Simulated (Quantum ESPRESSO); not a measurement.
# 2H-WSe2, layer by layer, part 7 of 8

Wanted: polarisability and band edges of 2H-WSe2, layer by layer.

Quantum ESPRESSO 7.5; plane-wave DFT, PBE, GBRV ultrasoft pseudopotentials.

So far. Step 12 (Bands along a path, 1 layer: spin-orbit coupling): Along this path the valence top lies at K and the conduction bottom between K and Γ. Step 13 (Variable-cell relaxation, 2 layers):  The last row is no step: it is a fresh SCF in the final cell with a new plane-wave basis, +2 meV from the row before.

### Step 14. Self-consistent run, 2 layers: no field

Level of this step: plane-wave DFT, PBE, GBRV ultrasoft pseudopotentials (Quantum ESPRESSO 7.5).

n2.f0.in

```
&control
  prefix = 'n2.f0'
  outdir = './out'
  pseudo_dir = './pseudo'
  calculation = 'scf'
  tprnfor = .true.
  tefield = .true.
  dipfield = .true.
/
&system
  ibrav = 0
  nat = 6
  ntyp = 2
  ecutwfc = 40
  ecutrho = 200
  occupations = 'smearing'
  smearing = 'fd'
  degauss = 0.004
  edir = 3
  emaxpos = 0.97
  eopreg = 0.04
  eamp = 0.0
  nbnd = 30
/
&electrons
  conv_thr = 1e-09
  mixing_beta = 0.4
  electron_maxstep = 120
  mixing_mode = 'plain'
/
ATOMIC_SPECIES
  Se  78.9710  se_pbe_v1.uspp.F.UPF
  W   183.8400  w_pbe_v1.2.uspp.F.UPF
CELL_PARAMETERS angstrom
  3.28475450300000 0.00000000000000 0.00000000000000
  -1.64237725200000 2.84468084500000 0.00000000000000
  0.00000000000000 0.00000000000000 27.78069586800000
ATOMIC_POSITIONS crystal
  Se  0.333333333300 0.666666666700 0.323167956000
  W   0.000000000000 0.000000000000 0.383848944900
  Se  0.333333333300 0.666666666700 0.444519030800
  Se  0.000000000000 0.000000000000 0.555480969200
  W   0.333333333300 0.666666666700 0.616151055100
  Se  0.000000000000 0.000000000000 0.676832044000
K_POINTS automatic
  12 12 1 0 0 0
```

Run with:

```console
> OMP_NUM_THREADS=1 mpirun -n 4 pw.x -nk 4 -in n2.f0.in > n2.f0.out
```

What it wrote:

```text
[banner, memory and clock lines left out]
Program PWSCF v.7.5 starts
[...]
number of electrons       =        52.00
     number of Kohn-Sham states=           30
     kinetic-energy cutoff     =      40.0000  Ry
     charge density cutoff     =     200.0000  Ry
[...]
number of k points=    74  Fermi-Dirac smearing, width (Ry)=  0.0040
[...]
Dense  grid:    83337 G-vectors     FFT dimensions: (  27,  27, 240)
[...]
negative rho (up, down):  1.334E-01 0.000E+00
[...]
Starting wfcs are   42 randomized atomic wfcs
[...]
negative rho (up, down):  1.354E-01 0.000E+00
[...]
estimated scf accuracy    <       0.15305661 Ry
[...]
negative rho (up, down):  1.367E-01 0.000E+00
[...]
estimated scf accuracy    <       0.04102790 Ry
[...]
negative rho (up, down):  1.381E-01 0.000E+00
[...]
estimated scf accuracy    <       0.03144974 Ry
[...]
negative rho (up, down):  1.384E-01 0.000E+00
[...]
estimated scf accuracy    <       0.01186860 Ry
[...]
negative rho (up, down):  1.394E-01 0.000E+00
[...]
estimated scf accuracy    <       0.00163461 Ry
[...]
negative rho (up, down):  1.395E-01 0.000E+00
[...]
estimated scf accuracy    <       0.00022199 Ry
[...]
negative rho (up, down):  1.395E-01 0.000E+00
[...]
estimated scf accuracy    <       0.00005623 Ry
[...]
negative rho (up, down):  1.395E-01 0.000E+00
[...]
estimated scf accuracy    <       0.00004252 Ry
[...]
negative rho (up, down):  1.395E-01 0.000E+00
[...]
estimated scf accuracy    <       0.00000271 Ry
[...]
negative rho (up, down):  1.395E-01 0.000E+00
[...]
estimated scf accuracy    <       0.00000073 Ry
[...]
negative rho (up, down):  1.394E-01 0.000E+00
[...]
estimated scf accuracy    <       0.00000030 Ry
[...]
negative rho (up, down):  1.394E-01 0.000E+00
[...]
estimated scf accuracy    <       0.00000002 Ry
[...]
negative rho (up, down):  1.394E-01 0.000E+00
[...]
estimated scf accuracy    <       0.00000002 Ry
[...]
negative rho (up, down):  1.394E-01 0.000E+00
[...]
estimated scf accuracy    <          2.8E-09 Ry
[...]
negative rho (up, down):  1.394E-01 0.000E+00
[...]
Total length         50.3980 bohr
[...]
estimated scf accuracy    <          4.4E-09 Ry
[...]
negative rho (up, down):  1.394E-01 0.000E+00
[...]
Computed dipole along edir(3) :
        Dipole                0.0000 Ry au,          0.0000 Debye
        Dipole field          0.0000 Ry au,
        Potential amp.       -0.0000 Ry
        Total length         50.3980 bohr
[...]
the Fermi energy is     3.1045 ev
!    total energy              =    -492.92369701 Ry
     estimated scf accuracy    <          1.6E-11 Ry
     smearing contrib. (-TS)   =      -0.00000004 Ry
     internal energy E=F+TS    =    -492.92369697 Ry
[...]
one-electron contribution =   -3024.28018290 Ry
     hartree contribution      =    1517.48671919 Ry
     xc contribution           =    -201.48701978 Ry
     ewald contribution        =    1215.35678653 Ry
     electric field correction =       0.00000000 Ry
     convergence has been achieved in  16 iterations
     negative rho (up, down):  1.394E-01 0.000E+00
[...]
Total force =     0.007836     Total SCF correction =     0.000013
[...]
```

Run time: 2.6 min. Hardware: 4 MPI ranks of Arm Neoverse V1, shared host; peak memory 1.1 GiB; 10 min of CPU time.

This step gave:

- free energy: -6706.5686 eV
- Fermi energy: 3.104 eV
- dipole along the normal: 0 e·Å
- valence top, on the run's zero: 2.474 eV
- conduction bottom, on the run's zero: 3.793 eV
- gap by band count: 1.319 eV

### Step 15. Electrostatic potential, 2 layers

n2.f0.pot.in

```
&inputpp
  prefix = 'n2.f0'
  outdir = './out'
  filplot = 'n2.f0.pot.dat'
  plot_num = 11
/
```

Run with:

```console
> OMP_NUM_THREADS=1 mpirun -n 4 pp.x -in n2.f0.pot.in > n2.f0.pot.out
```

Elapsed: 1.2 s, on 4 MPI ranks; peak memory 0.16 GiB; 4.4 s of CPU time.

Numbers from this step:

```
slope of the potential above                                          : 5.77e-5 eV/Å
upper vacuum line continued to the top atoms, over the valence top    : 4.953 eV
slope of the potential below                                          : -5.18e-5 eV/Å
lower vacuum line continued to the bottom atoms, over the valence top : 4.953 eV
vacuum level at the upper face over the valence top of the mesh       : 4.953 eV
vacuum level at the lower face over the valence top of the mesh       : 4.953 eV
```

### Step 16. SCF with pw.x, 2 layers: field 0.1 V/Å

n2.f1.in, as its differences from the input of step 14:

```diff
@@ -1,3 +1,3 @@
 &control
-  prefix = 'n2.f0'
+  prefix = 'n2.f1'
   outdir = './out'
@@ -21,3 +21,3 @@
   eopreg = 0.04
-  eamp = 0.0
+  eamp = 0.00194469
   nbnd = 30
@@ -29,2 +29,3 @@
   mixing_mode = 'plain'
+  startingpot = 'file'
 /
```

Run with:

```console
> cp -r out/n2.f0.save out/n2.f1.save
> OMP_NUM_THREADS=1 mpirun -n 4 pw.x -nk 4 -in n2.f1.in > n2.f1.out
```

What it wrote:

```text
[banner, memory and clock lines left out]
Program PWSCF v.7.5 starts
[...]
number of electrons       =        52.00
     number of Kohn-Sham states=           30
     kinetic-energy cutoff     =      40.0000  Ry
     charge density cutoff     =     200.0000  Ry
[...]
number of k points=    74  Fermi-Dirac smearing, width (Ry)=  0.0040
[...]
Dense  grid:    83337 G-vectors     FFT dimensions: (  27,  27, 240)
[...]
The initial density is read from file :
[...]
negative rho (up, down):  1.394E-01 0.000E+00
[...]
Starting wfcs are   42 randomized atomic wfcs
[...]
negative rho (up, down):  1.395E-01 0.000E+00
[...]
estimated scf accuracy    <       0.02431519 Ry
[...]
negative rho (up, down):  1.395E-01 0.000E+00
[...]
estimated scf accuracy    <       0.56905650 Ry
[...]
negative rho (up, down):  1.395E-01 0.000E+00
[...]
estimated scf accuracy    <       0.00268452 Ry
[...]
negative rho (up, down):  1.395E-01 0.000E+00
[...]
estimated scf accuracy    <       0.00063054 Ry
[...]
negative rho (up, down):  1.395E-01 0.000E+00
[...]
estimated scf accuracy    <       0.00036318 Ry
[...]
negative rho (up, down):  1.395E-01 0.000E+00
[...]
estimated scf accuracy    <       0.00021678 Ry
[...]
negative rho (up, down):  1.395E-01 0.000E+00
[...]
estimated scf accuracy    <       0.00005152 Ry
[...]
negative rho (up, down):  1.394E-01 0.000E+00
[...]
estimated scf accuracy    <       0.00001930 Ry
[...]
negative rho (up, down):  1.394E-01 0.000E+00
[...]
estimated scf accuracy    <       0.00000193 Ry
[...]
negative rho (up, down):  1.394E-01 0.000E+00
[...]
estimated scf accuracy    <       0.00000061 Ry
[...]
negative rho (up, down):  1.394E-01 0.000E+00
[...]
estimated scf accuracy    <       0.00000004 Ry
[...]
negative rho (up, down):  1.394E-01 0.000E+00
[...]
estimated scf accuracy    <       0.00000004 Ry
[...]
negative rho (up, down):  1.394E-01 0.000E+00
[...]
Computed dipole along edir(3) :
        Dipole                0.1096 Ry au,          0.2787 Debye
        Dipole field          0.0008 Ry au,
        E field amplitude [Ha a.u.]:  1.9447E-03
        Potential amp.        0.1167 Ry
        Total length         50.3980 bohr
[...]
the Fermi energy is     3.1214 ev
!    total energy              =    -492.92391015 Ry
     estimated scf accuracy    <          7.9E-10 Ry
     smearing contrib. (-TS)   =      -0.00000004 Ry
     internal energy E=F+TS    =    -492.92391010 Ry
[...]
one-electron contribution =   -3024.27960767 Ry
     hartree contribution      =    1517.48623687 Ry
     xc contribution           =    -201.48698561 Ry
     ewald contribution        =    1215.35678653 Ry
     electric field correction =      -0.00034022 Ry
     convergence has been achieved in  13 iterations
     negative rho (up, down):  1.394E-01 0.000E+00
[...]
Total force =     0.007860     Total SCF correction =     0.000152
[...]
```

Wall time 2.4 min (4 MPI ranks); peak memory 1.1 GiB; 9.6 min of CPU time.

This step gave:

```
free energy                          : -6706.5715 eV
Fermi energy                         : 3.121 eV
dipole along the normal              : 0.05802 e·Å
valence top, on the run's zero       : 2.492 eV
conduction bottom, on the run's zero : 3.805 eV
gap by band count                    : 1.314 eV
```

### Step 17. Electrostatic potential, 2 layers

n2.f1.pot.in

```
&inputpp
  prefix = 'n2.f1'
  outdir = './out'
  filplot = 'n2.f1.pot.dat'
  plot_num = 11
/
```

Run with:

```console
> OMP_NUM_THREADS=1 mpirun -n 4 pp.x -in n2.f1.pot.in > n2.f1.pot.out
```

Run time: 1.2 s. Hardware: 4 MPI ranks; peak memory 0.16 GiB; 4.4 s of CPU time.

This step gave:

```
slope of the potential above                                          : 0.1001 eV/Å
upper vacuum line continued to the top atoms, over the valence top    : 4.881 eV
slope of the potential below                                          : 0.09994 eV/Å
lower vacuum line continued to the bottom atoms, over the valence top : 5.022 eV
```

The slope in the vacuum is 0.100 eV/Å for an applied 0.10 V/Å, as it should be.

[end of part 7 of 8]

[Logs are printed without paths, hosts, clocks, repeated set-up lines and the standing remarks that a program may print on its own settings, such as how far it seeks lower states.]

[Hosts, paths, dates, database ids (printed as entryN), source tags and the programs' standing remarks are cut or masked in the printed files.]

[Maps of the electrostatic potential energy from Ansatz leave out the sawtooth potential of an applied field or a dipole correction, so their vacuum need not be flat; planar profiles and work functions include it.]
